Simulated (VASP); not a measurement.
# Na (P6_3/mmc) in VASP: further runs

Aim: see how the results for Na move with the level of theory and the settings. Levels: HF, PBEsol, revTPSS+D4. Tasks: optical spectrum, density of states.

Everything below comes from runs of VASP 6.6.1. Logs are shortened: lines on timing, memory, paths and dates and some standing lists are left out, and cuts for length are marked.

### 1 The structure

It takes space group P6_3/mmc (No. 194, hexagonal). Conventional cell: a = 3.767 Å, b = 3.767 Å, c = 6.154 Å, α = 90.00°, β = 90.00°, γ = 120.00°. Around Na (site symmetry -6m2) lie 12 Na at 3.77 Å.

This isn't the form of Na at room conditions, which is bcc.

### 2 Optical spectrum, HF

POSCAR reads:

```
Na
1.0
    3.7670000000      0.0000000000      0.0000000000
   -1.8835000000      3.2623176961      0.0000000000
    0.0000000000      0.0000000000      6.1540000000
Na
2
Direct
    0.6666666667      0.3333333333      0.7500000000
    0.3333333333      0.6666666667      0.2500000000
```

INCAR.step1 reads:

```
  PREC = Accurate
  ENCUT = 520
  EDIFF = 1E-5
  ISMEAR = 1
  SIGMA = 0.2
  LREAL = F
  LASPH = T
  NELM = 100
  ALGO = Normal
  ISIF = 2
  LWAVE = T
  LCHARG = F
  NBANDS = 55
  GGA = PE
```

INCAR.step2 reads:

```
  PREC = Accurate
  ENCUT = 520
  EDIFF = 1E-6
  ISMEAR = 1
  SIGMA = 0.2
  LREAL = F
  LASPH = T
  NELM = 100
  ALGO = Normal
  ISIF = 2
  LWAVE = F
  LCHARG = F
  GGA = PE
  LHFCALC = T
  AEXX = 1.0
  ALDAC = 0.0
  AGGAC = 0.0
  PRECFOCK = Fast
  LOPTICS = T
  NBANDS = 55
  NEDOS = 2000
  CSHIFT = 0.1
  ISTART = 1
```

KPOINTS reads:

```
Automatic mesh
0
Monkhorst-Pack
  4 4 3
```

Potentials or basis: VASP PAW PBE potentials, release 64 (Na_pv).

Started as:

```
cat potpaw_PBE.64/Na_pv/POTCAR > POTCAR
cp INCAR.step1 INCAR
mpirun -np 1 vasp_std > vasp.out
cp INCAR.step2 INCAR
mpirun -np 1 vasp_std > vasp.out
```

OUTCAR:

```text
PREC = Accurate
   ENCUT = 520
   EDIFF = 1E-6
   ISMEAR = 1
   LREAL = F
   LASPH = T
   NELM = 100
   ISIF = 2
   GGA = PE
   LHFCALC = T
   AEXX = 1.0
   PRECFOCK = Fast
   ISTART = 1

 ion  position               nearest neighbor table
   1  0.667  0.333  0.750-
   2  0.333  0.667  0.250-

  LATTYP: Found a hexagonal cell.
 ALAT       =     3.7670000000
 C/A-ratio  =     1.6336607380

  Lattice vectors:

 A1 = (   3.7670000000,   0.0000000000,   0.0000000000)
 A2 = (  -1.8835000000,   3.2623176961,   0.0000000000)
 A3 = (   0.0000000000,   0.0000000000,   6.1540000000)

Analysis of symmetry for initial positions (statically):
=====================================================================
 Subroutine PRICEL returns:
 Original cell was already a primitive cell.

 Routine SETGRP: Setting up the symmetry group for a
 hexagonal supercell.

 Subroutine GETGRP returns: Found 24 space group operations
 (whereof 12 operations were pure point group operations)
 out of a pool of 24 trial point group operations.

The static configuration has the point symmetry D_3d.
 The point group associated with its full space group is D_6h.

Analysis of symmetry for dynamics (positions and initial velocities):
=====================================================================
 Subroutine PRICEL returns:
 Original cell was already a primitive cell.

 Routine SETGRP: Setting up the symmetry group for a
 hexagonal supercell.

 Subroutine GETGRP returns: Found 24 space group operations
 (whereof 12 operations were pure point group operations)
 out of a pool of 24 trial point group operations.

The dynamic configuration has the point symmetry D_3d.
 The point group associated with its full space group is D_6h.

 Subroutine INISYM returns: Found 24 space group operations
 (whereof 12 operations are pure point group operations),
 and found     1 'primitive' translations

----------------------------------------------------------------------------------------

                                     Primitive cell

  volume of cell :      75.6274

  direct lattice vectors                    reciprocal lattice vectors
     3.767000000  0.000000000  0.000000000     0.265463233  0.153265269  0.000000000
    -1.883500000  3.262317696  0.000000000     0.000000000  0.306530538  0.000000000
     0.000000000  0.000000000  6.154000000     0.000000000  0.000000000  0.162495938

  length of vectors
     3.767000000  3.767000000  6.154000000     0.306530538  0.306530538  0.162495938

  position of ions in fractional coordinates (direct lattice)
     0.666666667  0.333333333  0.750000000
     0.333333333  0.666666667  0.250000000

  ion indices of the primitive-cell ions
   primitive index   ion index
                 1           1
                 2           2

----------------------------------------------------------------------------------------

 KPOINTS: Automatic mesh

Automatic generation of k-mesh.
 Grid dimensions read from file:
[... 74 lines left out ...]
  Fermi-wavevector in a.u.,A,eV,Ry     =   0.933020  1.763153 11.844235  0.870527
  Thomas-Fermi vector in A             =   2.059678
   LORBIT       =      0    0 simple, 1 ext, 2 COOP (PROOUT), +10 PAW based schemes
   GGA     = PE    functional components
   LHFCALC =     T    Hartree Fock is set to
   PRECFOCK=fast      Normal, Fast or Accurate (Low or Medium for compatibility)
   ENCUT4O =  -1.0   cutoff for four orbital integrals eV
   NKREDX  =     1    reduce k-point grid by
   NKREDY  =     1    reduce k-point grid by
   NKREDZ  =     1    reduce k-point grid by
   AEXX    =    1.0000 exact exchange contribution
   HFSCREEN=    0.0000 screening length (either q_TF or 0.3 A-1)
   HFSCREENC=   0.0000 screening length for correlation (either q_TF or 0.3 A-1)
   ENCUTFOCK=  -1.0 apply spherical cutoff to Coloumb kernel
   IVDW    =     0    specifies the selected vdW correction
   LEPSILON=     F    determine dielectric tensor
   LRPA    =     F    only Hartree local field effects (RPA)
 non-spin polarized calculation
 Methfessel and Paxton  Order N= 1 SIGMA  =   0.20
  energy-cutoff  :      520.00
  volume of cell :       75.63
 maximum number of plane-waves:      2051
  NGX = 16; NGY = 16; NGZ = 28

 number of electron      14.0000011 magnetization

 Free energy of the ion-electron system (eV)
  ---------------------------------------------------
  ext. energy  EPLUGINS =         0.00000000
  ---------------------------------------------------
  free energy    TOTEN  =        -3.73365698 eV

  energy without entropy =       -3.72678007  energy(sigma->0) =       -3.73136468

 E-fermi :   1.1210     XC(G=0):   0.0000

 val. band max:        1.0587239928   @ k =   0.3750   0.1250   0.3333
 cond. band min:       2.5716986035   @ k =  -0.3750   0.1250   0.3333
 fundamental gap:      1.5129746107
 Fermi energy:         1.1210325885

 k-point     1 :       0.1250    0.1250    0.0000
  band No.  band energies     occupation
      1     -37.2369      2.00000
      2     -37.2280      2.00000
      3     -37.2276      2.00000
      4     -37.2236      2.00000
      5     -37.2219      2.00000
      6     -37.2163      2.00000
[... 240 lines left out ...]
      5     -37.2219      2.00000
      6     -37.2196      2.00000
[... 11 lines left out ...]
     18      18.2738      0.00000
     19      18.9200      0.00000
 [bands above 19 left out]

------------------------ aborting loop because EDIFF is reached ----------------------------------------

  FORCE on cell =-STRESS in cart. coord.  units (eV):
  Direction    XX          YY          ZZ          XY          YZ          ZX
  --------------------------------------------------------------------------------------
  -------------------------------------------------------------------------------------
  Total        0.9173514      0.9173514      0.0482543      0.0000000      0.0000000     -0.0000000
  in kB       19.4342117     19.4342117      1.0222731      0.0000000      0.0000000     -0.0000000
  external PRESSURE =      13.2968988 kB  Pullay stress =       0.0000000 kB

 VOLUME and BASIS-vectors are now :
 -----------------------------------------------------------------------------
  energy-cutoff  :      520.00
  volume of cell :       75.63
      direct lattice vectors                 reciprocal lattice vectors
     3.767000000  0.000000000  0.000000000     0.265463233  0.153265269  0.000000000
    -1.883500000  3.262317696  0.000000000     0.000000000  0.306530538  0.000000000
     0.000000000  0.000000000  6.154000000     0.000000000  0.000000000  0.162495938

 POSITION                                       TOTAL-FORCE (eV/Angst)
 -----------------------------------------------------------------------------------
      1.88350      1.08744      4.61550        -0.000000      0.000000      0.000000
     -0.00000      2.17488      1.53850         0.000000      0.000000     -0.000000
 -----------------------------------------------------------------------------------
    total drift:                                0.000000      0.000000      0.000000

  FREE ENERGIE OF THE ION-ELECTRON SYSTEM (eV)
  ---------------------------------------------------
  free  energy   TOTEN  =        -3.7336569769 eV

  energy  without entropy=       -3.7267800716  energy(sigma->0) =       -3.73136468

 electrical conductivity sigma (Mega S m-1) (frequency dependency in vasprun.xml)
  --------------------------------------------------------------------------------------
       0.647       0.000       0.000
       0.000       0.647       0.000
       0.000       0.000       0.186

  frequency dependent IMAGINARY DIELECTRIC FUNCTION (independent particle, no local field effects) density-density
     E(ev)      X         Y         Z        XY        YZ        ZX
  --------------------------------------------------------------------------------------------------------------
     0.00000     0.00000     0.00000     0.00000     0.00000     0.00000     0.00000
     1.01526     0.00097     0.00097     0.00003     0.00000    -0.00000     0.00000
     2.03052     0.00298     0.00298     0.00007    -0.00000    -0.00000     0.00000
     3.04578     0.01492     0.01492     0.00015    -0.00000    -0.00000     0.00000
     4.06104     0.07445     0.07445     0.00040     0.00000     0.00000     0.00000
     5.07630     0.04929     0.04929     0.00117    -0.00000    -0.00000     0.00000
[... 92 lines left out ...]
    99.49539     0.00006     0.00006     0.00006     0.00000    -0.00000    -0.00000
   100.51065     0.00005     0.00005     0.00005     0.00000    -0.00000    -0.00000

  frequency dependent      REAL DIELECTRIC FUNCTION (independent particle, no local field effects) density-density
     E(ev)        X           Y           Z          XY          YZ          ZX
  --------------------------------------------------------------------------------------------------------------
     0.00000     1.10175     1.10175     1.02442    -0.00000    -0.00000     0.00000
     1.01526     1.10636     1.10636     1.02457    -0.00000    -0.00000     0.00000
     2.03052     1.12452     1.12452     1.02509    -0.00000    -0.00000     0.00000
     3.04578     1.19420     1.19420     1.02616    -0.00000    -0.00000     0.00000
     4.06104     1.29787     1.29787     1.02854     0.00000    -0.00000     0.00000
     5.07630     0.79211     0.79211     1.03414     0.00000    -0.00000     0.00000
[... 92 lines left out ...]
    99.49539     0.98702     0.98702     0.98727     0.00000     0.00000    -0.00000
   100.51065     0.98756     0.98756     0.98781     0.00000     0.00000    -0.00000

  frequency dependent IMAGINARY DIELECTRIC FUNCTION (independent particle, no local field effects) current-current
     E(ev)      X         Y         Z        XY        YZ        ZX
  --------------------------------------------------------------------------------------------------------------
     0.00000     0.40082     0.40082     0.09619     0.00000     0.00000    -0.00000
     1.01526     0.02191     0.02191     0.00487     0.00000     0.00000    -0.00000
     2.03052     0.01524     0.01524     0.00254     0.00000     0.00000    -0.00000
     3.04578     0.02691     0.02691     0.00187    -0.00000     0.00000    -0.00000
     4.06104     0.08797     0.08797     0.00180     0.00000     0.00000    -0.00000
     5.07630     0.04248     0.04248     0.00251     0.00000     0.00000    -0.00000
[... 92 lines left out ...]
    99.49539     0.00003     0.00003     0.00003    -0.00000     0.00000    -0.00000
   100.51065     0.00003     0.00003     0.00003    -0.00000     0.00000    -0.00000

  frequency dependent      REAL DIELECTRIC FUNCTION (independent particle, no local field effects) current-current
     E(ev)        X           Y           Z          XY          YZ          ZX
  --------------------------------------------------------------------------------------------------------------
     0.00000     1.10155     1.10155     1.02441     0.00000     0.00000    -0.00000
     1.01526     1.10612     1.10612     1.02456     0.00000     0.00000    -0.00000
     2.03052     1.12416     1.12416     1.02508     0.00000     0.00000    -0.00000
     3.04578     1.19321     1.19321     1.02615    -0.00000     0.00000    -0.00000
     4.06104     1.29716     1.29716     1.02852     0.00000     0.00000    -0.00000
     5.07630     0.79147     0.79147     1.03408     0.00000    -0.00000    -0.00000
[... 92 lines left out ...]
    99.49539     0.98702     0.98702     0.98727     0.00000    -0.00000     0.00000
   100.51065     0.98756     0.98756     0.98781     0.00000    -0.00000     0.00000
```

It took 19 min on 1 thread of Intel Xeon 6975P-C (Granite Rapids), shared host; peak memory 0.23 GiB.

Results:

| Item | Value |
| --- | --- |
| Free energy | -3.7337 eV |
| Pressure | 1.3 GPa |

Dielectric function (mean over the directions given):
```csv
energy (eV),real part,imaginary part
0.25,1.08,0.00
0.91,1.08,0.00
1.57,1.08,0.00
2.28,1.10,0.00
2.94,1.13,0.01
3.60,1.09,0.12
4.31,1.26,0.29
4.97,0.82,0.07
5.69,0.99,0.01
6.35,0.91,0.05
7.01,0.98,0.00
7.72,1.00,0.02
8.38,1.00,0.01
9.04,1.01,0.01
9.75,1.00,0.01
10.41,1.00,0.01
11.12,1.01,0.01
11.78,1.00,0.01
12.44,1.00,0.01
13.15,1.01,0.00
13.81,1.01,0.01
14.47,1.01,0.01
15.18,1.01,0.00
15.84,1.01,0.01
16.55,1.01,0.00
17.21,1.01,0.01
17.87,1.01,0.00
18.58,1.01,0.00
19.24,1.01,0.01
19.95,1.01,0.00
```

Caveat: the k mesh is coarse (spacing up to 0.48 Å⁻¹), so the values aren't converged, least of all with exact exchange; spectra need much finer meshes, so this one isn't converged; these spectra lack excitons; the intraband (Drude) part of a metal's response may be missing; the PAW data sets were made with another functional, which shifts forces and pressure a little.

### 3 Density of states, PBEsol

Na.cif reads:

```cif
data_Na
_cell_length_a 3.76700000
_cell_length_b 3.76700000
_cell_length_c 6.15400000
_cell_angle_alpha 90.00000000
_cell_angle_beta 90.00000000
_cell_angle_gamma 120.00000000
_space_group_name_H-M_alt 'P6_3/mmc'
_space_group_name_Hall '-P 6c 2c'
_space_group_IT_number 194
loop_
_space_group_symop_operation_xyz
'x,y,z'
'-x,-y,-z'
'x-y,x,z+1/2'
'-x+y,-x,-z+1/2'
'-y,x-y,z'
'y,-x+y,-z'
'-x,-y,z+1/2'
'x,y,-z+1/2'
'-x+y,-x,z'
'x-y,x,-z'
'y,-x+y,z+1/2'
'-y,x-y,-z+1/2'
'-y,-x,-z+1/2'
'y,x,z+1/2'
'-x,-x+y,-z'
'x,x-y,z'
'-x+y,y,-z+1/2'
'x-y,-y,z+1/2'
'y,x,-z'
'-y,-x,z'
'x,x-y,-z+1/2'
'-x,-x+y,z+1/2'
'x-y,-y,-z'
'-x+y,y,z'
loop_
_atom_site_label
_atom_site_type_symbol
_atom_site_symmetry_multiplicity
_atom_site_Wyckoff_symbol
_atom_site_fract_x
_atom_site_fract_y
_atom_site_fract_z
_atom_site_occupancy
Na1 Na 2 c 0.6666666667 0.3333333333 0.7500000000 1
```

POSCAR reads:

```
Na
 1.0000000000000000
     3.7669999999999999    0.0000000000000000    0.0000000000000000
    -1.8834999999999991    3.2623176960559803    0.0000000000000000
     0.0000000000000000    0.0000000000000000    6.1539999999999999
 Na 
   2
Cartesian
  1.8835000001883500  1.0874392319099162  4.6154999999999999
 -0.0000000001883495  2.1748784641460643  1.5385000000000000
```

INCAR.step1 reads:

```
SYSTEM = Na
PREC = Accurate
ENCUT = 520
EDIFF = 1E-6
ISMEAR = 1
SIGMA = 0.1
LREAL = .False.
LASPH = .True.
NELM = 100
ALGO = Fast
ISIF = 2
LWAVE = .False.
LCHARG = .True.
GGA = PS
NBANDS = 14
```

KPOINTS.step1 reads:

```
Automatic mesh
0
Gamma
  8 8 5
  0 0 0
```

INCAR.step2 reads:

```
SYSTEM = Na
PREC = Accurate
ENCUT = 520
EDIFF = 1E-6
ISMEAR = -5
SIGMA = 0.1
LREAL = .False.
LASPH = .True.
NELM = 100
ALGO = Fast
ISIF = 2
LWAVE = .False.
LCHARG = .False.
GGA = PS
LORBIT = 10
NBANDS = 14
NEDOS = 2001
ICHARG = 11
```

KPOINTS.step2 reads:

```
Automatic mesh
0
Gamma
  12 12 8
  0 0 0
```

Potentials or basis: VASP PAW PBE potentials, release 64 (Na_pv).

Started as:

```
ase convert -i cif -o vasp Na.cif POSCAR
cat potpaw_PBE.64/Na_pv/POTCAR > POTCAR
cp INCAR.step1 INCAR
cp KPOINTS.step1 KPOINTS
mpirun -np 1 vasp_std > vasp.out
cp INCAR.step2 INCAR
cp KPOINTS.step2 KPOINTS
mpirun -np 1 vasp_std > vasp.out
```

Wall time 35 s (1 thread of Intel Xeon 6975P-C (Granite Rapids), shared host); peak memory 0.21 GiB.

Results (log left out):

| Property | Result |
| --- | --- |
| Valence electrons inside the program's atomic spheres | Na 6.06 |

Levels at points of the mesh, in eV from the Fermi level:
```csv
k point,band 3,band 4,band 5,band 6,band 7,band 8,band 9,band 10,band 11,band 12
"(0.00, 0.00, 0.00)",-24.82,-24.81,-24.81,-24.81,-3.26,0.52,0.93,9.85,9.85,10.20
"(0.50, 0.00, 0.00)",-24.83,-24.83,-24.82,-24.82,0.22,0.34,3.80,3.81,4.28,4.52
"(0.00, 0.00, 0.50)",-24.82,-24.82,-24.82,-24.82,-2.24,-2.24,5.43,5.43,10.44,10.44
"(0.50, 0.00, 0.50)",-24.82,-24.82,-24.82,-24.82,1.02,1.02,1.50,1.50,7.58,7.58
```

States per cell in windows of 1 eV (zero at the Fermi level; states under -8 eV left out):
```csv
from (eV),total,Na1_s,Na2_s,Na1_p,Na2_p,Na1_d,Na2_d
-8.0,0.00,0.00,0.00,0.00,0.00,0.00,0.00
-7.0,0.00,0.00,0.00,0.00,0.00,0.00,0.00
-6.0,0.00,0.00,0.00,0.00,0.00,0.00,0.00
-5.0,0.00,0.00,0.00,0.00,0.00,0.00,0.00
-4.0,0.04,0.00,0.00,0.00,0.00,0.00,0.00
-3.0,0.40,0.02,0.02,0.00,0.00,0.00,0.00
-2.0,0.67,0.03,0.03,0.01,0.01,0.00,0.00
-1.0,0.89,0.04,0.04,0.02,0.02,0.00,0.00
0.0,1.10,0.03,0.03,0.03,0.03,0.00,0.00
1.0,1.12,0.03,0.03,0.03,0.03,0.00,0.00
2.0,1.37,0.04,0.04,0.03,0.03,0.00,0.00
3.0,1.39,0.04,0.04,0.04,0.04,0.00,0.00
4.0,1.39,0.04,0.04,0.04,0.04,0.00,0.00
5.0,1.55,0.03,0.03,0.05,0.05,0.00,0.00
6.0,1.66,0.05,0.05,0.05,0.05,0.00,0.00
7.0,1.77,0.04,0.04,0.06,0.06,0.00,0.00
```

Caveat: the PAW data sets were made with another functional, which shifts forces and pressure a little; tetrahedron occupations give inexact forces and stress in metals.

(Continued in part 2 of 2.)
